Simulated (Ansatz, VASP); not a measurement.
**One calculation of ZrC, two programs**

```
CELL_PARAMETERS angstrom
0.00000 2.35021 2.35021
2.35021 0.00000 2.35021
2.35021 2.35021 0.00000
ATOMIC_POSITIONS crystal
Zr 0.53191 0.46809 0.46809
C 0.00000 0.00000 0.00000
```

Alike in both runs: task single point; functional PBE; k mesh 18 × 18 × 18; occupations gaussian, width 0.15 eV; no spin polarisation.

|  | VASP | Ansatz |
| --- | --- | --- |
| version | VASP 6.6.1 | Ansatz 0.2.0 |
| potentials or method | VASP PAW PBE potentials, release 64 (Zr_sv, C) | scalar-relativistic, plane waves, PAW |
| plane-wave cutoff (eV) | 520 | 420 |
| valence electrons in the cell | 16 | 16 |

|  | VASP | Ansatz | Ansatz less VASP |
| --- | --- | --- | --- |
| gap on the k mesh at the Fermi level (eV) | none | none | - |
| pressure (GPa) | 3.2 | 3.0 | -0.24 |
| largest component of the traceless stress (GPa) | 4.06 | 4.05 | -0.013 |
| rms of the force components (eV/Å) | 0.617 | 0.615 | -0.0024 |

Atom by atom the forces differ by 0.002 eV/Å (rms over components). A gap of «none» marks a metal or a gap that the smearing closes.

Caveats: forces of over 1 eV/Å show positions far from the minimum, so gaps and moduli don't describe the material at rest.
